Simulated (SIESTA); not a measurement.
Mg3Sb2 in SIESTA: the effect of functional

The system is Mg3Sb2.

```
Sb Mg
1.0
     4.58200    0.00000    0.00000
    -2.29100    3.96813    0.00000
     0.00000    0.00000    7.24400
Sb Mg
2 3
Cartesian
  2.2910 1.3227 5.5417
  0.0000 2.6454 1.7023
  0.0000 0.0000 0.0000
  2.2910 1.3227 2.6803
  0.0000 2.6454 4.5637
```

Alike in all runs:

- Program: SIESTA 5.4.2
- Task: band structure
- Basis: DZP (energy shift 0.003 Ry; two zetas on semicore shells)
- Grid cutoff: 800 Ry
- Energy shift: 0.003 Ry
- k mesh: 7 × 7 × 4
- Occupations: fermi-dirac, width 0.05 eV
- Spin: no spin polarisation

| functional | potentials or basis | gap on the mesh (eV) | pressure (GPa) | largest force (eV/Å) |
| --- | --- | --- | --- | --- |
| PBE | PseudoDojo 0.4 standard (PBE files) | 0.24 | 2.3 | 0.69 |
| LDA | PseudoDojo 0.4 standard (LDA files) | 0.20 | -0.5 | 0.55 |
| PBEsol | PseudoDojo 0.4 standard (PBEsol files) | ? | ? | ? |

Problem. What does the run with functional PBEsol give?

Solution. gap on the mesh 0.25 eV; pressure 0.9 GPa; largest force 0.66 eV/Å.

Caveats: spin-orbit coupling is left out, which moves the levels of the heavy elements; the basis of atomic orbitals isn't converged, which shifts pressures, moduli and gaps.

A k mesh can miss the band edges.
